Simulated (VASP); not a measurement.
Output of a VASP run:

**OSZICAR**
```
       N       E                     dE             d eps       ncg     rms          rms(c)
DAV:   1     0.955222979124E+02    0.95522E+02   -0.66568E+03   480   0.108E+03
DAV:   2    -0.669127440974E-01   -0.95589E+02   -0.89573E+02   756   0.180E+02
DAV:   3    -0.690454159299E+01   -0.68376E+01   -0.68169E+01   604   0.559E+01
DAV:   4    -0.697769563015E+01   -0.73154E-01   -0.73137E-01   540   0.713E+00
DAV:   5    -0.697879746138E+01   -0.11018E-02   -0.11017E-02   612   0.867E-01    0.232E+00
DAV:   6    -0.658849825954E+01    0.39030E+00   -0.66739E-01   548   0.453E+00    0.179E+00
DAV:   7    -0.654012674225E+01    0.48372E-01   -0.20104E-01   644   0.248E+00    0.106E+00
DAV:   8    -0.654054071032E+01   -0.41397E-03   -0.16087E-02   568   0.970E-01    0.144E-01
DAV:   9    -0.654109795260E+01   -0.55724E-03   -0.42206E-03   624   0.410E-01    0.125E-01
DAV:  10    -0.654119449024E+01   -0.96538E-04   -0.39914E-04   572   0.154E-01    0.166E-02
DAV:  11    -0.654121014445E+01   -0.15654E-04   -0.33159E-05   612   0.423E-02    0.643E-03
DAV:  12    -0.654120990916E+01    0.23530E-06   -0.97654E-06   584   0.200E-02
   1 F= -.65412099E+01 E0= -.65412099E+01  d E =-.654121E+01
```

### OUTCAR
```
------------------------ aborting loop because EDIFF is reached ----------------------------------------
  FORCE on cell =-STRESS in cart. coord.  units (eV):
  Direction    XX          YY          ZZ          XY          YZ          ZX
  --------------------------------------------------------------------------------------
  Total       -0.0143222     -0.0143222     -0.0143222      0.0000000     -0.0000000      0.0000000
  in kB       -0.3077262     -0.3077262     -0.3077262      0.0000000     -0.0000000      0.0000000
  external PRESSURE =      -0.3077262 kB  Pullay stress =       0.0000000 kB
  volume of cell :       74.57
      direct lattice vectors                 reciprocal lattice vectors
     4.209062318  0.000000000  0.000000000     0.237582607  0.000000000  0.000000000
     0.000000000  4.209062318  0.000000000     0.000000000  0.237582607  0.000000000
     0.000000000  0.000000000  4.209062318     0.000000000  0.000000000  0.237582607
 POSITION                                       TOTAL-FORCE (eV/Angst)
 -----------------------------------------------------------------------------------
      0.00000      0.00000      0.00000         0.000000      0.000000      0.000000
      2.10453      2.10453      2.10453         0.000000      0.000000      0.000000
 -----------------------------------------------------------------------------------
    total drift:                                0.000000      0.000000      0.000000
  FREE ENERGIE OF THE ION-ELECTRON SYSTEM (eV)
  ---------------------------------------------------
  free  energy   TOTEN  =        -6.5412099092 eV

  energy  without entropy=       -6.5412099092  energy(sigma->0) =       -6.54120991

 reached required accuracy - stopping structural energy minimisation
```
(Selected blocks of OUTCAR.)

### POSCAR
```
CsCl
1
    4.2090623178     0.0000000000    -0.0000000000
    0.0000000000     4.2090623178     0.0000000000
    0.0000000000     0.0000000000     4.2090623178
Cs Cl
1 1
Direct
  0.0000000000   0.0000000000   0.0000000000
  0.5000000000   0.5000000000   0.5000000000
```

### Question
Reconstruct the remaining input files.

### Answer
One answer among several that fit: the input of the run itself, PBE GGA, plane waves, VASP's PBE PAW potentials (set 64).

INCAR:
```
SYSTEM = CsCl
PREC = Accurate
ENCUT = 480
EDIFF = 1E-6
NELM = 100
ALGO = Normal
LREAL = .FALSE.
LASPH = .TRUE.
ISMEAR = 0
SIGMA = 0.05
GGA = PE
LMAXMIX = 4
LWAVE = .FALSE.
LCHARG = .FALSE.
IBRION = 2
ISIF = 3
NSW = 60
EDIFFG = -0.01
```

File KPOINTS:
```
Automatic mesh
0
Gamma
6 6 6
0 0 0
```

POTCAR, in this order: Cs_sv Cl (PBE.64 set). Program: vasp_std.

The compound is CsCl in the CsCl type structure. It was relaxed first, which changed the volume by +7 %. The start is the result of an earlier pass.
